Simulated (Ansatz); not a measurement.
Method: DFT PBE, scalar-relativistic, plane waves, PAW (Ansatz 0.2.0). All cells share a 420 eV cutoff and Γ-centred k meshes spaced at most about 0.3 Å⁻¹ (2π included). No spin polarisation in the final relaxations.

Temperature and zero-point effects are left out. All come from trial cells, and lower structures may exist.

**Question.** Which of these relaxed structures of SiO2 is the lowest in energy?
A.

```cif
data_structure
_symmetry_space_group_name_H-M 'I4_1/amd:1'
_symmetry_Int_Tables_number 141
_cell_length_a 3.5267
_cell_length_b 3.5267
_cell_length_c 8.5205
_cell_angle_alpha 90.000
_cell_angle_beta 90.000
_cell_angle_gamma 90.000
_cell_volume 105.98
loop_
_atom_site_label
_atom_site_type_symbol
_atom_site_symmetry_multiplicity
_atom_site_Wyckoff_symbol
_atom_site_fract_x
_atom_site_fract_y
_atom_site_fract_z
_atom_site_occupancy
Si1 Si 4 a 0.00000 0.00000 0.00000 1
O1 O 8 e 0.50000 0.50000 0.29217 1
```

B.

```cif
data_structure
_symmetry_space_group_name_H-M 'P6_422'
_symmetry_Int_Tables_number 181
_cell_length_a 5.1058
_cell_length_b 5.1058
_cell_length_c 5.5853
_cell_angle_alpha 90.000
_cell_angle_beta 90.000
_cell_angle_gamma 120.000
_cell_volume 126.10
loop_
_atom_site_label
_atom_site_type_symbol
_atom_site_symmetry_multiplicity
_atom_site_Wyckoff_symbol
_atom_site_fract_x
_atom_site_fract_y
_atom_site_fract_z
_atom_site_occupancy
Si1 Si 3 d 0.00000 0.50000 0.83333 1
O1 O 6 i 0.79193 0.58385 0.00000 1
```

C.

```cif
data_structure
_symmetry_space_group_name_H-M 'I4_122'
_symmetry_Int_Tables_number 98
_cell_length_a 5.6819
_cell_length_b 5.6819
_cell_length_c 11.3110
_cell_angle_alpha 90.000
_cell_angle_beta 90.000
_cell_angle_gamma 90.000
_cell_volume 365.17
loop_
_atom_site_label
_atom_site_type_symbol
_atom_site_symmetry_multiplicity
_atom_site_Wyckoff_symbol
_atom_site_fract_x
_atom_site_fract_y
_atom_site_fract_z
_atom_site_occupancy
Si1 Si 8 f 0.86181 0.25000 0.12500 1
O1 O 8 e 0.71835 0.21835 0.25000 1
O2 O 8 c 0.00000 0.00000 0.11648 1
```

D.

```cif
data_structure
_symmetry_space_group_name_H-M 'C2'
_symmetry_Int_Tables_number 5
_cell_length_a 7.9036
_cell_length_b 7.6153
_cell_length_c 6.8113
_cell_angle_alpha 90.000
_cell_angle_beta 124.523
_cell_angle_gamma 90.000
_cell_volume 337.76
loop_
_atom_site_label
_atom_site_type_symbol
_atom_site_symmetry_multiplicity
_atom_site_Wyckoff_symbol
_atom_site_fract_x
_atom_site_fract_y
_atom_site_fract_z
_atom_site_occupancy
Si1 Si 4 c 0.70045 0.94751 0.74358 1
Si2 Si 4 c 0.91161 0.05270 0.25219 1
O1 O 2 b 0.00000 0.52768 0.50000 1
O2 O 4 c 0.21936 0.47853 0.99435 1
O3 O 4 c 0.88925 0.05205 0.76273 1
O4 O 4 c 0.68450 0.73367 0.71687 1
O5 O 2 b 0.00000 0.94062 0.50000 1
```

**Answer.** B. It has space group P6_422 (No. 181); the next, D, with space group C2 (No. 5), lies 125 meV/atom higher. Counting O atoms around Si (those within 1.25 times the shortest such distance or 1.15 times the sum of covalent radii), the lowest and the next both have Si 4.

With atoms moved at random, I4_1/amd came back. Other cells relaxed within their symmetry can be saddle points. The C2 cell of SiO2 came from shaking the I4_122 one. The part of the Crystallography Open Database at hand lists SiO2 in space groups No. 1, 3, 5, 6, 7 and others; sharing a group (C2) doesn't make a cell the listed structure. Some candidate types were left out of the draw beforehand, so a known form may be missing.
